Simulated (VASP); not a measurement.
The system is Si.

```
Si
1.0
     4.12095    0.00000    0.00000
    -2.06047    3.56885    0.00000
     0.00000    0.00000    2.65479
Si
2
Direct
  0.35090 0.66141 0.50081
  0.67357 0.35047 0.49855
```

The cell was built by a generator and needn't be a form met in nature.

The cell isn't the ideal one: atoms moved at random, drawn with an rms of 0.1 Å.

```yaml
Program: VASP 6.6.1
Task: relaxation of the atoms
Functional: r2SCAN
Potentials_or_basis: VASP PAW PBE potentials, release 64 (Si)
Cutoff: 520 eV
k_mesh: 6 × 6 × 7
Occupations: gaussian, width 0.05 eV
Spin: no spin polarisation
```

At the start: pressure -0.8 GPa; volume 19.52 Å³/atom.

Where does the relaxation end?

Over 7 steps the energy falls by 46.9 meV/atom; space group P6/mmm (No. 191, to 0.05 Å).

Step by step:
| step | energy change (eV) | largest force (eV/Å) | pressure (GPa) |
| --- | --- | --- | --- |
| 1 | 0.0000 | 1.5742 | -0.79 |
| 2 | -0.0875 | 0.3872 | -1.45 |
| 3 | -0.0935 | 0.0788 | -1.50 |
| 4 | -0.0935 | 0.0816 | -1.50 |
| 5 | -0.0938 | 0.0218 | -1.50 |
| 6 | -0.0938 | 0.0198 | -1.50 |
| 7 | -0.0938 | 0.0046 | -1.50 |

Final structure:
```
Si
1.0
     4.12095    0.00000    0.00000
    -2.06047    3.56885    0.00000
     0.00000    0.00000    2.65479
Si
2
Cartesian
  0.0381 2.4005 1.3290
  2.0987 1.2107 1.3240
```

Caveat: the PAW data sets were made with another functional, which shifts forces and pressure a little.
